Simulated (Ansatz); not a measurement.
# KI, space group Cmcm: an all-electron LAPW single point

Computed with the Ansatz DFT code, driven from Python.

The cells in order, each with its output:

```python
import warnings

import ansatz as az
import numpy as np
```

```python
warnings.simplefilter("ignore", az.DeckWarning)
```

```python
vectors = np.array([
    [2.51266, -4.255227, 0.0],
    [2.51266, 4.255227, 0.0],
    [0.0, 0.0, 8.676589],
])
ki = (
    az.Lattice.of(vectors)
    .atom("K", (0.5, 0.5, 0.5))
    .atom("K", (0.5, 0.5, 0.0))
    .atom("I", (0.84023, 0.15977, 0.25))
    .atom("I", (0.15977, 0.84023, 0.75))
)
```

```python
ki.resolved().tree()["lattice"]
```

    ((2.51266, -4.255227, 0.0), (2.51266, 4.255227, 0.0), (0.0, 0.0, 8.676589))

```python
job = (
    ki.calculation()
    .functional("pbesol")
    .kpoints(spacing=0.72)  # the mesh must be finer for metals
    .occupations("Fixed")  # whole-number filling, right only where there is a gap
    .mixing("msr1", beta=0.2)
    .scf(tolerance=1e-08, extra_bands=2)
    .pseudopotentials("all_electron", lapw=True)
    .band_table()  # levels at the mesh points
    .stress()
)
planned = job.session().plan(threads=1)
facts = planned.describe()
print("plan:", facts["n_bands"], "bands,", len(facts["kpoints_frac"]), "k-points, plane waves", facts["n_pw_range"], "grid", facts["fft_dense"])
res = planned.execute()
r = res.report

type(res).__name__, type(r).__name__
```

    plan: 36 bands, 8 k-points, plane waves [637, 659] grid [20, 20, 36]
    ('RunOutcome', 'dict')

```python
print("%-22s %14.5f eV" % ("F = E - TS", r["free_energy_ev"]))
print("%-22s %14.5f eV" % ("E", r["internal_energy_ev"]))
print("%-22s %14.5f eV" % ("Harris-Foulkes", r["harris_foulkes_ev"]))
print("%-22s %14.5f eV" % ("Fermi level", r["fermi_energy_ev"]))
```

    F = E - TS              -419854.07986 eV
    E                       -419854.07986 eV
    Harris-Foulkes          -419854.07986 eV
    Fermi level                   2.73784 eV

```python
print("band  energy (eV)  occupation, at k =", r["kpoints_frac"][0])
for band, (e, occ) in enumerate(zip(r["eigenvalues_ev"][0], r["occupations"][0]), start=1):
    print(f"{band:4d} {e:12.4f} {occ:9.4f}")
```

    band  energy (eV)  occupation, at k = [0.0, 0.0, 0.0]
       1    -170.0372    2.0000
       2    -170.0372    2.0000
       3    -117.1064    2.0000
       4    -117.1064    2.0000
       5    -117.1004    2.0000
       6    -117.1004    2.0000
       7    -117.0979    2.0000
       8    -117.0979    2.0000
       9     -40.0217    2.0000
      10     -40.0217    2.0000
      11     -40.0210    2.0000
      12     -40.0210    2.0000
      13     -40.0193    2.0000
      14     -40.0193    2.0000
      15     -40.0132    2.0000
      16     -40.0131    2.0000
      17     -40.0130    2.0000
      18     -40.0130    2.0000
      19     -25.8410    2.0000
      20     -25.8367    2.0000
      21      -9.5391    2.0000
      22      -9.3896    2.0000
      23      -9.3870    2.0000
      24      -9.3789    2.0000
      25      -9.3752    2.0000
      26      -9.3667    2.0000
      27      -7.8264    2.0000
      28      -7.6127    2.0000
      29       1.3871    2.0000
      30       2.4235    2.0000
      31       2.4846    2.0000
      32       2.5321    2.0000
      33       2.6732    2.0000
      34       2.7378    2.0000
      35       6.3487    0.0000
      36       8.0650    0.0000

```python
# pressure is a third of the trace
sigma = r["stress_gpa"]
voigt = [sigma[0][0], sigma[1][1], sigma[2][2], sigma[1][2], sigma[0][2], sigma[0][1]]
print("stress xx yy zz yz xz xy (GPa, compression positive):", " ".join(f"{s:.3f}" for s in voigt))
print("P =", round(10 * float(np.mean(voigt[:3])), 2), "kbar")
```

    stress xx yy zz yz xz xy (GPa, compression positive): -0.719 -0.637 -0.759 0.000 0.000 0.000
    P = -7.05 kbar

```python
errors = r["lapw_basis_errors"]
print(f"estimated basis error {1000 * errors['total_ev_per_atom']:.3f} meV/atom, target {1000 * errors['basis_error_target_ev_per_atom']:.3f}")
for sphere in errors["spheres"]:
    print(f"  {sphere['species']:2s} muffin-tin radius {sphere['muffin_tin_radius_ang']:.3f} A, core shells {sphere['core_shells']}")
```

    estimated basis error 0.119 meV/atom, target 0.250
      K  muffin-tin radius 1.761 A, core shells 3
      I  muffin-tin radius 1.826 A, core shells 6

Notes:
- The settings weren't tested for convergence.
- The computed bands are complete only to about 4.7 eV above the Fermi level.
- With fixed filling the reported Fermi level is the top filled level among the k-points of the SCF.
- The zero of the levels is a convention of the potentials, so an absolute Fermi energy is no work function.
- The structure comes from a database of computed cells and needn't be a stable or known phase.
- Gaps and levels are Kohn-Sham values on a finite set of k-points, without spin-orbit coupling.
- Timing: 11 s on 1 thread of Arm Neoverse V1 (shared host), peak memory 0.4 GiB.

(Lines on the test bed's own set-up are left out of the output.)
